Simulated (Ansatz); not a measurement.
**From formation energies to a reaction energy: Be2Se3**

These are results of DFT PBE, scalar-relativistic, plane waves, PAW in Ansatz 0.2.0, not measurements. All cells share a 420 eV cutoff and Γ-centred k meshes spaced at most about 0.3 Å⁻¹ (about 0.25 or finer for metals, 2π included). No spin polarisation.

Formation energies are uncorrected and refer to the elements' standard structures at the same level.

These are static total energies at zero pressure. The reference form of Se is held partly by dispersion forces, which this level lacks.

A trial structure of Be2Se3 (reached from: random cell; relaxed: space group I4/mmm (No. 139), a = 4.242 Å, c = 12.953 Å) has a formation energy of -0.075 eV/atom. At its composition the lowest mixture among the elements and 1 reference phase computed alike (others may be missing) consists of these:

```
       phase   source  ΔE_f (eV/atom)
  Se (solid)  element           0.000
BeSe (F-43m)      COD          -0.797
```

Question: Write the balanced decomposition and find its energy per atom, per formula unit and per mole of formula units.

Answer: Balancing Be and Se gives Be2Se3 → Se + 2 BeSe. The left side holds 5 atoms, and the products take 1/5 (Se) and 4/5 (BeSe) of them. The mixture therefore lies at 1/5 × (0.000) + 4/5 × (-0.797) = -0.638 eV/atom. The reaction energy is -0.638 − (-0.075) = -0.563 eV/atom. Times 5 atoms that is -2.815 eV per Be2Se3, and times 96.485 it is -272 kJ per mole of Be2Se3. Decomposition is downhill, so the trial structure is unstable against this mixture.
